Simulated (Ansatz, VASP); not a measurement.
# Cross-check of Cd3Te3Br between VASP and Ansatz, part 2 of 2

One calculation is typed for both programs; each brings its own data sets. How far apart do they land?  Valence electrons are named where the data sets of a main pair hold unlike numbers.

VASP 6.6.1 and Ansatz 0.2.0.

So far: Set-up; Ansatz: single point, PBE with D3(BJ); VASP: single point, PBE with D3(BJ).

The database entry behind the starting cell differs from later determinations by our own check (an axis about 1.1 % short against later determinations), so it need not match the best structure at ambient conditions.

**3. VASP: single point, PBE with D3(BJ) (continued)**

Level of this step: PBE with D3(BJ); plane waves and PAW (Cd, Te, Br) (VASP).

Numbers of over 12 decimals in the logs are rounded to 6 here.

Parts of OUTCAR (step 3):

```text
ion  position               nearest neighbor table
   1  0.250  0.500  0.345-   7 2.78   8 2.78  10 2.90
   2  0.750  0.500  0.345-   7 2.78   8 2.78   9 2.87
   3  0.496  0.071  0.453-   7 2.81  12 2.82   9 2.86  10 2.90
   4  0.988  0.062  0.454-  11 2.80   8 2.86   9 2.87  10 2.89   6 3.75
   5  0.737  0.492  0.521-  11 2.77   9 2.80  14 2.84  12 2.95
   6  0.224  0.484  0.516-  10 2.79  11 2.79  12 2.81   4 3.75
   7  0.500  0.250  0.345-   1 2.78   2 2.78   3 2.81
   8  0.000  0.250  0.345-   1 2.78   2 2.78   4 2.86
   9  0.739  0.793  0.436-   5 2.80   3 2.86   4 2.87   2 2.87
  10  0.243  0.801  0.436-   6 2.79   4 2.89   3 2.90   1 2.90
  11  0.980  0.267  0.557-   5 2.77   6 2.79   4 2.80
  12  0.470  0.269  0.558-   6 2.81   3 2.82   5 2.95  14 3.01
  13  0.677  0.942  0.675-  14 2.48
  14  0.584  0.655  0.615-  13 2.48   5 2.84  12 3.01

 Found      4 irreducible k-points:

   k-points           NKPTS =      4   k-points in BZ     NKDIM =      4   number of bands    NBANDS=     75

   dimension x,y,z NGX =    40 NGY =   28 NGZ =  108
   dimension x,y,z NGXF=    80 NGYF=   56 NGZF=  216

   ENCUT  =  300.0 eV  22.05 Ry    4.70 a.u.  12.80  9.05 33.76*2*pi/ulx,y,z

   NELECT =     122.0000    total number of electrons

 k-points in reciprocal lattice and weights: Automatic mesh
   0.00000000  0.00000000  0.00000000       0.167
   0.50000000  0.00000000  0.00000000       0.167
   0.00000000  0.33333333  0.00000000       0.333
   0.50000000  0.33333333  0.00000000       0.333

 dipolmoment           0.000000      0.000000      0.421118 electrons x Angstroem

 average (electrostatic) potential at core
       1 -44.3664       2 -44.3553       3 -44.1984       4 -44.0771       5 -44.1829
       6 -44.1972       7 -96.2782       8 -96.2510       9 -96.5576      10 -96.5583
      11 -96.2630      12 -96.5152      13 -67.7792      14 -68.9920

 E-fermi :  -2.5498

 k-point     1 :       0.0000    0.0000    0.0000
  band No.  band energies     occupation
    ...
     57      -3.5707      2.00000
     58      -3.4512      2.00000
     59      -3.4152      2.00000
     60      -3.3528      2.00000
     61      -2.8173      2.00000
     62      -1.7425      0.00000
     63      -1.5318      0.00000
     64      -1.0409      0.00000
     65      -0.4365      0.00000
     66      -0.3017      0.00000
    ...

 k-point     2 :       0.5000    0.0000    0.0000
  band No.  band energies     occupation
    ...
     57      -3.7772      2.00000
     58      -3.5703      2.00000
     59      -3.5596      2.00000
     60      -3.4478      2.00000
     61      -3.3283      2.00000
     62      -1.6837      0.00000
     63      -1.0080      0.00000
     64      -0.9622      0.00000
     65      -0.1472      0.00000
     66      -0.1171      0.00000
    ...

 k-point     3 :       0.0000    0.3333    0.0000
  band No.  band energies     occupation
    ...
     57      -3.5734      2.00000
     58      -3.4291      2.00000
     59      -3.3888      2.00000
     60      -3.3324      2.00000
     61      -3.1702      2.00000
     62      -1.7162      0.00000
     63      -1.2664      0.00000
     64      -1.0956      0.00000
     65      -0.4132      0.00000
     66      -0.2430      0.00000
    ...

 Edisp (eV)   -3.12405

  Total      -0.02505    -2.95623    -1.41723    -0.38652    -0.09274     0.43071
  in kB      -0.02890    -3.40938    -1.63447    -0.44577    -0.10695     0.49674
  external pressure =       -1.69 kB  Pullay stress =        0.00 kB

  energy-cutoff  :      300.00
  volume of cell :     1389.23
      direct lattice vectors                 reciprocal lattice vectors
     9.065108935  0.000000000  0.000000000     0.110313070  0.000000000  0.000000000
     0.000000000  6.410000000  0.000000000     0.000000000  0.156006240  0.000000000
     0.000000000  0.000000000 23.907954467     0.000000000  0.000000000  0.041827083

 POSITION                                       TOTAL-FORCE (eV/Angst)
 -----------------------------------------------------------------------------------
      2.26628      3.20500      8.26000         0.004228     -0.097980      0.699031
      6.79883      3.20500      8.26000         0.037834     -0.148943      0.637642
      4.49448      0.45324     10.82860        -0.000261     -0.024223      0.028020
      8.95689      0.39646     10.85165         0.024802     -0.000065      0.016665
      6.67820      3.15406     12.45450         0.004541     -0.029858     -0.016821
      2.02817      3.10367     12.33269        -0.013449     -0.051545     -0.013038
      4.53255      1.60250      8.26000        -0.051095      0.149075     -0.638752
      0.00000      1.60250      8.26000        -0.063420      0.127501     -0.510723
      6.70180      5.08422     10.42893        -0.005433      0.027202     -0.005320
      2.20551      5.13557     10.42825        -0.014063      0.018465     -0.014428
      8.88247      1.71076     13.31961         0.008484      0.007959     -0.067255
      4.25758      1.72234     13.34084         0.033813     -0.000778     -0.026604
      6.13868      6.03744     16.13205         0.012727      0.034705     -0.054573
      5.29299      4.19710     14.70657         0.021292     -0.011515     -0.033843
 -----------------------------------------------------------------------------------
    total drift:                               -0.023267      0.001734     -0.060092

  FREE ENERGIE OF THE ION-ELECTRON SYSTEM (eV)
  ---------------------------------------------------
  free  energy   TOTEN  =       -33.1839266050 eV

  energy  without entropy=      -33.1839266050  energy(sigma->0) =      -33.18392661

 vacuum level on the upper side and lower side of the slab         3.146         1.766

 total charge
# of ion       s       p       d       tot
------------------------------------------
    1        0.501   0.242   9.507  10.251
    2        0.502   0.246   9.507  10.255
    3        0.471   0.293   9.503  10.268
    4        0.470   0.297   9.503  10.269
    5        0.478   0.265   9.510  10.253
    6        0.506   0.260   9.500  10.266
    7        1.367   2.016   0.018   3.401
    8        1.368   2.010   0.017   3.395
    9        1.356   2.032   0.019   3.407
   10        1.358   2.023   0.019   3.400
   11        1.378   1.984   0.019   3.381
   12        1.389   1.944   0.021   3.355
   13        1.625   3.128   0.016   4.769
   14        1.647   3.057   0.040   4.743
--------------------------------------------------
tot         14.415  19.798  57.200  91.413

[... 1 further part left out ...]
```

The gap is read on the k-mesh alone, so it is an upper bound where the band edges lie off the mesh.

**4. Comparison**

Known differences besides the potentials themselves: the data sets hold 230 valence electrons in Ansatz (on its default PAW (the set named soft_2) files) and 122 in VASP; the cutoff is 420 eV in Ansatz and 300 eV in VASP (PREC = Normal, projectors in real space); VASP leaves aspherical gradient terms in its spheres out (LASPH is not set), Ansatz keeps them. Total energies have different zeros and are not compared.

Both answers:

```csv
quantity,Ansatz,VASP,difference
gap on the k mesh (eV),1.089,1.075,+0.014
```

Forces on 7 of the 14 atoms, those with the largest forces and the largest differences (eV/Å; atoms numbered as in POSCAR):

```
atom          Ansatz x, y, z            VASP x, y, z
 Cd1    0.002, -0.109, 0.709    0.004, -0.098, 0.699
 Cd2    0.036, -0.160, 0.648    0.038, -0.149, 0.638
 Cd6  -0.013, -0.049, -0.027  -0.013, -0.052, -0.013
 Te7   -0.053, 0.167, -0.606   -0.051, 0.149, -0.639
 Te8   -0.066, 0.147, -0.480   -0.063, 0.128, -0.511
Te11   -0.007, 0.019, -0.099    0.008, 0.008, -0.067
Br13    0.011, 0.025, -0.068    0.013, 0.035, -0.055
```

The forces differ by 13 meV/Å r.m.s., which is 6.3 % of the r.m.s. force of 0.199 eV/Å (both taken over all components). A gap on the mesh is an upper bound, since the band edges may lie between its points. With vacuum in the cell, a pressure given here is an average over mostly empty space and none of the material.

**5. What the set-up changes**

Further runs change the set-up of one program: Ansatz's method, potentials or start, or VASP's data sets, cutoff or form of LDA. The table gives Ansatz less VASP for each quantity, since a change that brings one quantity closer may part another.

```
                                        run  r.m.s. force difference (meV/Å)  gap on the k mesh (eV)
                                   as above                               13                   0.014
    Ansatz's larger PAW set (cutoff 800 eV)                               12                   0.013
norm-conserving potentials (cutoff 1120 eV)                               11                  0.0097
```

**6. What came out**

| Item | Value |
| --- | --- |
| r.m.s. force difference (single point, PBE with D3(BJ)) | 13 meV/Å |

The r.m.s. force difference is 13 meV/Å (single point, PBE with D3(BJ)), beyond the 12 meV/Å picked in this series as the mark of a large difference. The data sets hold unlike numbers of valence electrons (230 in Ansatz and 122 in VASP), so part of the differences comes from the potentials. Single point, PBE with D3(BJ), norm-conserving potentials (cutoff 1120 eV): the difference in gap on the k mesh goes from 0.014 to 0.0097 eV. Such differences can come from data sets, numerical settings and the points named under the comparisons, not from the functional's error against experiment.

[Lines on the potential files, build, host, timing and source positions are cut from VASP's logs without a mark.]

[Logs are printed without paths, hosts, clocks, repeated set-up lines and the standing remarks that a program may print on its own settings, such as how far it seeks lower states.]

[Hosts, paths, dates, database ids (printed as entryN), source tags and the programs' standing remarks are cut or masked in the printed files.]
